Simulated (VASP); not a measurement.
**A VASP 6.6.1 single-point calculation on HfO₂**

INCAR

```
LDAUL = 2 -1
LREAL = Auto
NELM = 62
METAGGA = R2SCAN
ISIF = 2
NSW = 0
ISMEAR = 0
NBANDS = 18
LASPH = .TRUE.
LDAUJ = 0 0
EDIFF = 1E-7
SIGMA = 0.01
ENCUT = 520
PREC = Accurate
LMAXMIX = 4
ALGO = Normal
LDAU = .TRUE.
IBRION = -1
LCHARG = .FALSE.
LDAUU = 1.0 0
LWAVE = .FALSE.
LDAUTYPE = 2
```

KPOINTS

```
KPOINTS created by Atomic Simulation Environment
0
Gamma
8 8 8
0 0 0
```

POSCAR

```
Hf O
 1.0000000000000000
     0.0000000000000000    2.5291823192270231    2.5291823192270231
     2.5291823192270231    0.0000000000000000    2.5291823192270231
     2.5291823192270231    2.5291823192270231   -0.0000000000000000
 Hf  O
   1   2
Cartesian
  0.0000000000000000 -0.0000000000000000  0.0000000000000000
  1.2645911596135113  1.2645911596135113  1.2645911596135113
  3.7937734788405346  3.7937734788405346  3.7937734788405346
```

The recommended PBE PAW datasets give the neutral cell 22 valence electrons.

Command

```
mpirun -np 1 vasp_std
```

**Question.** How does this run end, and what does it give?

**Answer.** It converged. Results: gap between bands v and c on the k mesh 4.45 eV; least direct gap on the k mesh 4.45 eV; pressure -1.1 GPa. Band v is the last that the valence electrons fill when counted band by band, and c is the next.

OSZICAR

```
N       E                     dE             d eps       ncg     rms          rms(c)
DAV:   1     0.457320294751E+02    0.45732E+02   -0.12984E+04  1044   0.124E+03
DAV:   2    -0.762455304930E+02   -0.12198E+03   -0.11804E+03  1324   0.293E+02
DAV:   3    -0.801957409924E+02   -0.39502E+01   -0.39369E+01  1220   0.462E+01
DAV:   4    -0.802187438577E+02   -0.23003E-01   -0.22996E-01  1326   0.395E+00
DAV:   5    -0.802188915262E+02   -0.14767E-03   -0.14766E-03  1186   0.295E-01    0.525E+01
DAV:   6    -0.677923321527E+02    0.12427E+02   -0.12319E+01  1070   0.282E+01    0.395E+01
DAV:   7    -0.679799573701E+02   -0.18763E+00   -0.17133E+00  1280   0.973E+00    0.266E+01
DAV:   8    -0.681107697924E+02   -0.13081E+00   -0.12122E+00  1120   0.835E+00    0.164E+01
DAV:   9    -0.679843791189E+02    0.12639E+00   -0.69884E-01  1132   0.570E+00    0.235E+00
DAV:  10    -0.679848386294E+02   -0.45951E-03   -0.43858E-02  1210   0.110E+00    0.137E+00
DAV:  11    -0.679842517066E+02    0.58692E-03   -0.48722E-03  1124   0.488E-01    0.174E-01
DAV:  12    -0.679842264064E+02    0.25300E-04   -0.15866E-04  1166   0.104E-01    0.151E-01
DAV:  13    -0.679842344118E+02   -0.80054E-05   -0.73484E-06  1200   0.209E-02    0.645E-02
DAV:  14    -0.679842296614E+02    0.47504E-05   -0.94161E-06  1144   0.190E-02    0.135E-02
DAV:  15    -0.679842296548E+02    0.65306E-08   -0.15058E-07  1018   0.337E-03
   1 F= -.67984230E+02 E0= -.67984230E+02  d E =-.714145E-58
```

Standard output (part)

```
POSCAR found type information on POSCAR HfO
 POSCAR found :  2 types and       3 ions
|     You have a (more or less) 'small supercell' and for smaller cells       |
|     it is recommended to use the reciprocal-space projection scheme!        |
|     The real-space optimization is not efficient for small cells and it     |
|     is also less accurate ...                                               |
|     Therefore, set LREAL=.FALSE. in the INCAR file.                         |
 LDA part: xc-table for (None), standard interpolation
 POSCAR, INCAR and KPOINTS ok, starting setup
 WAVECAR not read
 entering main loop
```

For comparison, a separate r²SCAN run of the intended cell, on usual settings and not on those above, gives a gap of 4.31 eV on its mesh and a pressure of -4.0 GPa.
